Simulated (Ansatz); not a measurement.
AlNi:

```
CELL_PARAMETERS angstrom
2.88100 0.00000 0.00000
0.00000 2.88100 0.00000
0.00000 0.00000 2.88100
ATOMIC_POSITIONS crystal
Ni 0.50000 0.50000 0.50000
Al 0.00000 0.00000 0.00000
```

Base run:

* Program: Ansatz 0.2.0
* Functional: r2SCAN
* Potentials or basis: Ansatz PAW
* Cutoff: 500 eV
* Density cutoff: 2000 eV
* k mesh: 9 × 9 × 9
* Occupations: fermi-dirac, width 0.05 eV
* Spin: collinear spin, ferromagnetic start
* Starting moments: [1.0, 0.0] μB

Its results: band gap on the k mesh none (metal or under the smearing width); pressure -3.2 GPa; net moment 0.00 μB per cell.

Task: The run is repeated on the same cell with these changes: functional from r2SCAN to LDA; cutoff from 500 eV to 420 eV; density cutoff from 2000 eV to 1680 eV. What comes out?

Result: Band gap on the k mesh none (metal or under the smearing width); pressure -8.6 GPa; net moment 0.00 μB per cell.

Caveats: the PAW data sets come from PBE, with cores solved anew for the run's functional, which leaves a small shift of forces and pressure; the magnetic or orbital state may not be the lowest (some runs).

Not every run made on this cell is shown here.
